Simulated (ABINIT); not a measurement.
Crystal: HfO2.

```
Hf O
1.0
     3.55802    0.00000    0.00000
     0.00000    3.55802    0.00000
     0.00000    0.00000    5.17186
Hf O
2 4
Direct
  0.00000 0.00000 0.00000
  0.50000 0.50000 0.50000
  0.00000 0.50000 0.19721
  0.50000 0.00000 0.30279
  0.50000 0.00000 0.80279
  0.00000 0.50000 0.69721
```

Measurements of this composition are mostly on another form, of space group No. 14.

Base run:

* Program: ABINIT 10.8.3 (patched build)
* Functional: LDA
* Potentials or basis: PseudoDojo NC SR LDA v0.4.1 standard
* Cutoff: 952 eV
* k mesh: 6 × 6 × 4
* Occupations: fermi-dirac, width 0.05 eV
* Spin: no spin polarisation

Its results: band gap on the k mesh 4.60 eV, indirect (least direct gap 4.67 eV); largest force 0.087 eV/Å.

Question: The run is repeated on the same cell with these changes: functional from LDA to PBE; potentials or basis from PseudoDojo NC SR LDA v0.4.1 standard to PseudoDojo NC SR PBE v0.4.1 standard. What comes out?

Answer: Band gap on the k mesh 4.80 eV, indirect (least direct gap 4.88 eV); largest force 0.065 eV/Å.

Caveats: spin-orbit coupling is left out, which moves the levels of the heavy elements.

A k mesh can miss the band edges.
